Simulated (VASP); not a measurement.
Crystal: ZnS.

```
CELL_PARAMETERS angstrom
3.78499 0.00000 0.00000
-1.89250 3.27790 0.00000
0.00000 0.00000 6.21287
ATOMIC_POSITIONS crystal
Zn 0.33333 0.66667 0.00041
Zn 0.66667 0.33333 0.50041
S 0.33333 0.66667 0.37459
S 0.66667 0.33333 0.87459
```

The cell was built by a generator and needn't be a form met in nature.

Base run:

| Item | Value |
| --- | --- |
| Program | VASP 6.6.1 |
| Functional | r2SCAN |
| Potentials or basis | VASP PAW PBE potentials, release 64 (Zn, S) |
| Cutoff | 520 eV |
| k mesh | 9 × 9 × 5 |
| Occupations | gaussian, width 0.03 eV |
| Spin | no spin polarisation |

Its results: band gap on the k mesh 2.87 eV, direct.

Task: The run is repeated on the same cell with these changes: functional from r2SCAN to TB-mBJ. What comes out?

Result: Band gap on the k mesh 3.86 eV, direct.
